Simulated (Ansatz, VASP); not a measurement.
Two plane-wave programs on AlAu

```xyz
2
Lattice="3.2239 0.0000 0.0000 0.0000 3.2239 0.0000 0.0000 0.0000 3.2239" Properties=species:S:1:pos:R:3 pbc="T T T"
Al    0.0000    0.0000    0.0000
Au    1.6120    1.6120    1.6120
```

Change from the starting cell: shortest bond scaled by 1, PAW files.

Alike in both runs: task electric field gradients; functional r2SCAN; k mesh 9 × 9 × 9; occupations fermi-dirac, width 0.05 eV; no spin polarisation.

```csv
,VASP,Ansatz
version,VASP 6.6.1,Ansatz 0.2.0
potentials or method,"VASP PAW PBE potentials, release 64 (Al, Au)","PAW with Ansatz's default frozen-core files, scalar-relativistic"
plane-wave cutoff (eV),520,500
valence electrons in the cell,14,22
```

```csv
,VASP,Ansatz,Ansatz less VASP
pressure (GPa),-5.2,-4.9,+0.30
Vzz of the field gradient on the site that differs most (V/Å²),0.0,0.0,0.00
```

The functional is the same, so the differences come from potentials, cutoffs and numerics. The two sets of potentials don't hold the same shells in valence. Ansatz warned: «gradients_without_spin_orbit».

Caveats: the PAW data sets were made with another functional, which shifts forces and pressure a little (VASP). The runs have no spin-orbit coupling, so splittings on Au are missing.
